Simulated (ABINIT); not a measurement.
A run of ABINIT 10.8.3 (patched build) is set up as follows.

Contents of run.abi:

```
ndtset 2

pp_dirpath "./"
pseudos "Si.GGA_PBE-JTH.xml"

acell 3*1.0
rprim
     0.0000000000     5.1435532945     5.1435532945
     5.1435532945     0.0000000000     5.1435532945
     5.1435532945     5.1435532945     0.0000000000
ntypat 1
znucl 14
natom 2
typat 1 1
xcart
     5.1435532945     5.1435532945     5.1435532945
     7.7153299417     7.7153299417     7.7153299417

ecut 18.0
pawecutdg 36.0

ixc 7

occopt 3
tsmear 0.05 eV

nstep 100

iomode 3
prtwf 0
prteig 0
prtebands 0
enunit 1
prtden1 1

kptopt1 1
ngkpt1 8 8 8
nshiftk1 1
shiftk1 0.0 0.0 0.0
nband1 8
tolvrs1 1.0e-9

iscf2 -2
getden2 1
nband2 14
nbdbuf2 4
tolwfr2 1.0e-11
kptopt2 -9
ndivsm2 5
prteig2 1
kptbounds2
     0.0000000000     0.0000000000     0.0000000000
     0.5000000000     0.0000000000     0.5000000000
     0.5000000000     0.2500000000     0.7500000000
     0.3750000000     0.3750000000     0.7500000000
     0.0000000000     0.0000000000     0.0000000000
     0.5000000000     0.5000000000     0.5000000000
     0.6250000000     0.2500000000     0.6250000000
     0.5000000000     0.2500000000     0.7500000000
     0.5000000000     0.5000000000     0.5000000000
     0.3750000000     0.3750000000     0.7500000000
```

Potentials or basis: JTH PAW PBE v2.0.

Command:

```bash
$ abinit run.abi > log 2>&1
```

(1) What does it give for the band gap on the k mesh?

(2) Predict the pressure.

(3) Predict the band gap along the path.

Results:

(1) 0.52 eV, indirect (least direct gap 2.53 eV).

(2) -1.9 GPa.

(3) 0.48 eV, indirect (least direct gap 2.53 eV).

Caveat: the PAW data sets were made with another functional, which shifts forces and pressure a little.
